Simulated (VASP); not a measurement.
BaF2 (Frankdicksonite), 3 atoms in the cell. The structure is cubic, space group Fm-3m (No. 225). The conventional cell has a = 6.207 Å, b = 6.207 Å, c = 6.207 Å, α = 90.00°, β = 90.00°, γ = 90.00°. Around Ba (site symmetry m-3m) lie 8 F at 2.69 Å. F (site symmetry -43m) has 4 Ba at 2.69 Å as nearest neighbours.  The cell isn't the ideal one: a relaxed cell with its volume scaled by 1.06.

```yaml
Program: VASP 6.6.1
Task: relaxation of the atoms
Functional: LDA
Potentials_or_basis: VASP PAW LDA potentials, release 64 (Ba_sv, F)
Cutoff: 600 eV
k_mesh: 8 × 8 × 8
Occupations: gaussian, width 0.03 eV
Spin: no spin polarisation
Further_INCAR_settings: ALGO = Fast; EDIFF = 1e-07; IBRION = 2; EDIFFG = -0.01; NSW = 40
```

Potentials or basis: VASP PAW LDA potentials, release 64 (Ba_sv, F).

Launch:

```sh
$ cat potpaw_LDA.64/Ba_sv/POTCAR potpaw_LDA.64/F/POTCAR > POTCAR
$ mpirun -np 1 vasp_std > vasp.out
```

Hardware: 1 thread of Intel(R) Xeon(R) Platinum 8488C (Sapphire Rapids) (shared host).

Question: Estimate the wall time of this run.

Answer: Wall time 50 s on 1 thread of Intel(R) Xeon(R) Platinum 8488C (Sapphire Rapids), with other jobs on the host, peak memory 0.19 GiB. Counts: scf iterations 22, k points 29, ion steps 1.
